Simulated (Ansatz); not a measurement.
InPd:

```
In Pd
1.0
     3.27188    0.00000    0.00000
     0.00000    3.27188    0.00000
     0.00000    0.00000    3.27188
In Pd
1 1
Direct
  0.00000 0.00000 0.00000
  0.50000 0.50000 0.50000
```

The cell comes from a database or a generator and needn't be the stable form of this composition.

| Item | Value |
| --- | --- |
| Program | Ansatz 0.2.0 |
| Task | relaxation of cell and atoms |
| Functional | RPBE |
| Dispersion | D3(BJ) |
| Potentials or basis | Ansatz PAW |
| Cutoff | 420 eV (not typed: the program's choice for these potentials) |
| k mesh | 8 × 8 × 8 |
| Occupations | fermi-dirac, width 0.05 eV |
| Spin | no spin polarisation |

At the start: volume 17.51 Å³/atom.

Question: Where does the relaxation end?

Answer: It ends after 5 steps and the volume is 14.82 Å³/atom (-15.4 %); space group Pm-3m (No. 221, to 0.05 Å).

Step by step:
| step | energy change (eV) | largest force (eV/Å) | volume (Å³) |
| --- | --- | --- | --- |
| 1 | 0.0000 | 0.0000 | 35.03 |
| 2 | -0.5213 | 0.0000 | 30.15 |
| 3 | -0.5270 | 0.0000 | 29.44 |
| 4 | -0.5279 | 0.0000 | 29.64 |
| 5 | -0.5234 | 0.0000 | 29.64 |

Final structure:
```
CELL_PARAMETERS angstrom
3.09483 0.00000 0.00000
0.00000 3.09483 0.00000
0.00000 0.00000 3.09483
ATOMIC_POSITIONS crystal
In 0.00000 0.00000 0.00000
Pd 0.50000 0.50000 0.50000
```

Caveat: the volume moved by over 15 % at a fixed basis, so the end points are rough; the plane-wave basis is chosen anew once the cell has moved, so the energies of steps on either side of that aren't comparable; pairwise dispersion overbinds metals, which lowers pressure and volume; the PAW data sets come from PBE, with cores solved anew for the run's functional, which leaves a small shift of forces and pressure.
